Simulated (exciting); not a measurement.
# Electron–core-hole interaction in the K K spectrum of KTaO3

Aim: the K K absorption edge of KTaO3 with the electron–hole interaction treated explicitly, and what each term of the kernel does.

Main program and level: exciting sodium; X-ray absorption, core-level Bethe-Salpeter equation, exchange and statically screened direct term, Tamm-Dancoff, all-electron LAPW+lo PBEsol.

## Step 1: The starting structure

Symmetry: Pm-3m, No. 221, cubic system. The conventional cell has a = 3.988 Å, b = 3.988 Å, c = 3.988 Å, α = 90.00°, β = 90.00°, γ = 90.00°. Nearest to Ta lie 6 O at 1.99 Å. Nearest to K lie 12 O at 2.82 Å. Nearest to O lie 2 Ta at 1.99 Å and 4 K at 2.82 Å. Farther neighbours and most contacts between anions are not listed.

Coordinates:

```cif
data_structure
_symmetry_space_group_name_H-M 'Pm-3m'
_symmetry_Int_Tables_number 221
_cell_length_a 3.9883
_cell_length_b 3.9883
_cell_length_c 3.9883
_cell_angle_alpha 90.000
_cell_angle_beta 90.000
_cell_angle_gamma 90.000
_cell_volume 63.44
loop_
_atom_site_label
_atom_site_type_symbol
_atom_site_symmetry_multiplicity
_atom_site_Wyckoff_symbol
_atom_site_fract_x
_atom_site_fract_y
_atom_site_fract_z
_atom_site_occupancy
Ta1 Ta 1 a 0.00000 0.00000 0.00000 1
K1 K 1 b 0.50000 0.50000 0.50000 1
O1 O 3 d 0.00000 0.00000 0.50000 1
```

Differences between curves are given as r.m.s. difference over r.m.s. height.

## Step 2: Ground state

The species files are the program's own, with muffin-tin radii set in the input.

input.xml reads:

```
<input>
  <title>KTaO3</title>
  <structure speciespath="." autormt="false" epslat="1.0e-5">
    <crystal>
      <basevect>7.5367947015 0.0000000000 0.0000000000</basevect>
      <basevect>0.0000000000 7.5367947015 0.0000000000</basevect>
      <basevect>0.0000000000 0.0000000000 7.5367947015</basevect>
    </crystal>
    <species speciesfile="Ta.xml" rmt="2.119">
      <atom coord="0.0000000000 0.0000000000 0.0000000000"/>
    </species>
    <species speciesfile="K.xml" rmt="2.331">
      <atom coord="0.5000000000 0.5000000000 0.5000000000"/>
    </species>
    <species speciesfile="O.xml" rmt="1.536">
      <atom coord="0.0000000000 0.0000000000 0.5000000000"/>
      <atom coord="0.0000000000 0.5000000000 0.0000000000"/>
      <atom coord="0.5000000000 0.0000000000 0.0000000000"/>
    </species>
  </structure>
  <groundstate do="fromscratch" xctype="GGA_PBE_SOL" ngridk="4 4 4" rgkmax="7" gmaxvr="14" nempty="8" swidth="0.001" maxscl="100" epsengy="1e-5"/>
</input>
```

Started as:

```console
OMP_NUM_THREADS=1 mpirun -n 2 exciting
```

Log:

```text
EXCITING SODIUM started
********************************************************************************
* Ground-state run starting from atomic densities                              *
********************************************************************************
+ Starting initialization                                                      +
 Lattice vectors (cartesian) :
      7.5367947015      0.0000000000      0.0000000000
      0.0000000000      7.5367947015      0.0000000000
      0.0000000000      0.0000000000      7.5367947015
 Reciprocal lattice vectors (cartesian) :
      0.8336680984      0.0000000000      0.0000000000
      0.0000000000      0.8336680984      0.0000000000
      0.0000000000      0.0000000000      0.8336680984
 Unit cell volume                           :     428.1146173189
 Brillouin zone volume                      :       0.5794014112
 Species :    1 (Ta)
     parameters loaded from                 :    Ta.xml
     name                                   :    tantalum
     nuclear charge                         :     -73.00000000
     electronic charge                      :      73.00000000
     atomic mass                            :  329847.84330000
     muffin-tin radius                      :       2.11900000
     # of radial points in muffin-tin       :     600
     atomic positions (lattice) :
       1 :   0.00000000  0.00000000  0.00000000
 Species :    2 (K)
     parameters loaded from                 :    K.xml
     name                                   :    potassium
     nuclear charge                         :     -19.00000000
     electronic charge                      :      19.00000000
     atomic mass                            :   71271.84085000
     muffin-tin radius                      :       2.33100000
     # of radial points in muffin-tin       :     350
     atomic positions (lattice) :
       1 :   0.50000000  0.50000000  0.50000000
 Species :    3 (O)
     parameters loaded from                 :    O.xml
     name                                   :    oxygen
     nuclear charge                         :      -8.00000000
     electronic charge                      :       8.00000000
     atomic mass                            :   29165.12203000
     muffin-tin radius                      :       1.53600000
     # of radial points in muffin-tin       :     250
     atomic positions (lattice) :
       1 :   0.00000000  0.00000000  0.50000000
       2 :   0.00000000  0.50000000  0.00000000
       3 :   0.50000000  0.00000000  0.00000000
 Total number of atoms per unit cell        :       5
 Spin treatment                             :    spin-unpolarised
 Number of Bravais lattice symmetries       :      48
 Number of crystal symmetries               :      48
 k-point grid                               :       4    4    4
 Total number of k-points                   :      10
 k-point set is reduced with crystal symmetries
 R^MT_min * |G+k|_max (rgkmax)              :       7.00000000
 Species with R^MT_min                      :       3 (O)
 Maximum |G+k| for APW functions            :       4.55729167
 Maximum |G| for potential and density      :      14.00000000
 G-vector grid sizes                        :      36    36    36
 Total number of G-vectors                  :   19933
 Maximum angular momentum used for
     APW functions                          :       8
     computing H and O matrix elements      :       8
     potential and density                  :       8
     inner part of muffin-tin               :       2
 Total nuclear charge                       :    -116.00000000
 Total electronic charge                    :     116.00000000
 Total core charge                          :      62.00000000
 Total valence charge                       :      54.00000000
 Number of empty states                     :       8
 Total number of valence states             :      36
 Maximum Hamiltonian size                   :     739
 Maximum number of plane-waves              :     692
 Total number of local-orbitals             :      47
 Exchange-correlation type                  :      22
     PBEsol, Phys. Rev. Lett. 100, 136406 (2008)
     Generalised gradient approximation (GGA)
 Smearing scheme                            :    Gaussian
 Smearing width                             :       0.00100000
 Using multisecant Broyden potential mixing
+ Ending initialization                                                        +
********************************************************************************
* Groundstate module started                                                   *
********************************************************************************
 Output level for this task is set to normal
+ Self-consistent loop started                                                 +
 Density and potential initialised from atomic data
+ SCF iteration number :    1                                                  +
 Total energy                               :    -16423.31961444
 _______________________________________________________________
 Fermi energy                               :         0.19931958
 Kinetic energy                             :     18387.12887136
 Coulomb energy                             :    -34439.45413248
 Exchange energy                            :      -364.20783513
 Correlation energy                         :        -6.78651819
 DOS at Fermi energy (states/Ha/cell)       :         0.00000000
 Electron charges :
     core                                   :        62.00000000
     core leakage                           :         0.00004099
     valence                                :        54.00000000
     interstitial                           :         7.09773642
     charge in muffin-tin spheres :
                  atom     1    Ta          :        68.71598799
                  atom     2     K          :        17.46387175
                  atom     3     O          :         7.57413461
                  atom     4     O          :         7.57413461
                  atom     5     O          :         7.57413461
     total charge in muffin-tins            :       108.90226358
     total charge                           :       116.00000000
 Estimated fundamental gap                  :         0.22497417
        valence-band maximum at   10      0.5000  0.5000  0.5000
     conduction-band minimum at    1      0.0000  0.0000  0.0000
[... further iterations ...]
| Convergence targets achieved. Performing final SCF iteration                 +
 Total energy                               :    -16448.13561751
 _______________________________________________________________
 Fermi energy                               :         0.24376555
 Kinetic energy                             :     18365.05969308
 Coulomb energy                             :    -34442.68719388
 Exchange energy                            :      -363.70092685
 Correlation energy                         :        -6.80718987
 DOS at Fermi energy (states/Ha/cell)       :         0.00000000
 Electron charges :
     core                                   :        62.00000000
     core leakage                           :         0.00003918
     valence                                :        54.00000000
     interstitial                           :         7.97418897
     charge in muffin-tin spheres :
                  atom     1    Ta          :        69.44940825
                  atom     2     K          :        17.55833993
                  atom     3     O          :         7.00602095
                  atom     4     O          :         7.00602095
                  atom     5     O          :         7.00602095
     total charge in muffin-tins            :       108.02581103
     total charge                           :       116.00000000
 Estimated fundamental gap                  :         0.07805703
        valence-band maximum at   10      0.5000  0.5000  0.5000
     conduction-band minimum at    1      0.0000  0.0000  0.0000
+ Self-consistent loop stopped                                                 +
 STATE.OUT is written
********************************************************************************
* Groundstate module stopped                                                   *
********************************************************************************
 Total time spent (seconds)                 :       107.50
- CAUTION! Warnings have been written in file WARNING.OUT !                    -
| EXCITING SODIUM stopped                                                      =
```

Wall time 1.8 min (2 MPI ranks of Arm Neoverse V1, shared host).

The warnings file holds hints only, no warning.

The mesh shows a gap of 2.12 eV. Core levels (Dirac, from the valence top):

```
atom  level  energy (eV)
   K  1s1/2      -3508.4
   K  2s1/2       -344.4
   K  2p1/2       -273.4
   K  2p3/2       -270.5
```

## Step 3: A richer basis for the empty states

Each species file gets more local orbitals, built from u and its energy derivative at 0.15 Ha and u at 0.9 Ha.

input.xml is that of step 2.

SPECIES.xml, added lines reads:

```
<lo l="L">  <!-- L = 0, 1, 2, and 3 from Cs on -->
  <wf matchingOrder="0" trialEnergy="0.1500" searchE="false"/>
  <wf matchingOrder="1" trialEnergy="0.1500" searchE="false"/>
  <wf matchingOrder="0" trialEnergy="0.9000" searchE="false"/>
</lo>
```

Started as:

```console
OMP_NUM_THREADS=1 mpirun -n 2 exciting
```

Log:

```text
EXCITING SODIUM started
********************************************************************************
* Ground-state run starting from atomic densities                              *
********************************************************************************
+ Starting initialization                                                      +
[... lattice and species ...]
 Spin treatment                             :    spin-unpolarised
 Number of Bravais lattice symmetries       :      48
[...]
+ Self-consistent loop stopped                                                 +
 STATE.OUT is written
********************************************************************************
* Groundstate module stopped                                                   *
********************************************************************************
 Total time spent (seconds)                 :       116.28
- CAUTION! Warnings have been written in file WARNING.OUT !                    -
| EXCITING SODIUM stopped                                                      =
[key lines of the parts left out:]
Total energy                               :    -16448.13708987
Fermi energy                               :         0.24416572
```

It took 1.9 min on 2 MPI ranks.

Against the first ground state the total energy moves by -8 meV an atom and the gap by 0.00 eV.

(Continued in part 2 of 2.)

[Banner, clock and machine lines of the logs are left out without a mark of their own.]

[Logs are printed without paths, hosts, clocks, repeated set-up lines and the standing remarks that a program may print on its own settings, such as how far it seeks lower states.]

[Hosts, paths, dates, database ids (printed as entryN), source tags and the programs' standing remarks are cut or masked in the printed files.]
